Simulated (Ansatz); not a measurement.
Exact exchange in SiO2: computed gaps and pressures at one geometry

```yaml
crystal:
  lattice:
    - [-2.40163, 2.40163, 3.65850]
    - [2.40163, -2.40163, 3.65850]
    - [2.40163, 2.40163, -3.65850]
  atoms:
    - { symbol: Si, position: [0.00000, 0.00000, 0.00000] }
    - { symbol: Si, position: [0.75000, 0.25000, 0.50000] }
    - { symbol: O, position: [0.00008, 0.62500, 0.87508] }
    - { symbol: O, position: [0.37500, 0.25008, 0.37508] }
    - { symbol: O, position: [0.74992, 0.12500, 0.12492] }
    - { symbol: O, position: [0.87500, 0.99992, 0.62492] }
```

All runs: Ansatz, plane waves and PAW, scalar-relativistic (no spin–orbit coupling), 4×4×4 k-mesh, Gaussian smearing of 0.05 eV, no spin polarisation. Semilocal reference PBE: gap 6.07 eV, pressure 2.8 GPa. The hybrids carry no U.

(1) How do gap and pressure depend on the exact exchange?

## Answers

(1) 
```json
{"functional": "HSE06-type hybrid with an exact-exchange fraction of 0.15", "gap": "7.16 eV", "pressure (GPa)": "-0.2", "cutoff (eV)": "420", "core-seconds": "38"}
{"functional": "HSE06-type hybrid with a screening parameter of 0.15 Å⁻¹", "gap": "8.10 eV", "pressure (GPa)": "-2.1", "cutoff (eV)": "420", "core-seconds": "40"}
{"functional": "HSE06-type hybrid with an exact-exchange fraction of 0.35 and a screening parameter of 0.3 Å⁻¹", "gap": "8.26 eV", "pressure (GPa)": "-3.7", "cutoff (eV)": "420", "core-seconds": "44"}
{"functional": "PBE0-type hybrid with an exact-exchange fraction taken as 1/ε∞", "gap": "10.57 eV", "pressure (GPa)": "-5.5", "cutoff (eV)": "420", "core-seconds": "82"}
{"functional": "CAM-B3LYP", "gap": "11.06 eV", "pressure (GPa)": "-3.0", "cutoff (eV)": "420", "core-seconds": "46"}
```

In the PBE0 form, going from an exact-exchange fraction of 0.00 to 0.43 opens the gap by 4.50 eV, or 1.05 eV for each tenth. The dielectric-dependent PBE0 form takes the fraction 0.430 = 1/ε∞, that is ε∞ = 2.3. On shared hosts the hybrid runs at the reference's cutoff took roughly 13 to 28 times the core time of the semilocal one on the same mesh, with some more bands.

Caveats: core times come from shared hosts and scatter; functionals with much or all of the long-range exchange (Hartree–Fock, LC-wPBE, CAM-B3LYP) overshoot the gaps of most solids, bar the widest; gaps are read on a coarse mesh; stress loosely converged.
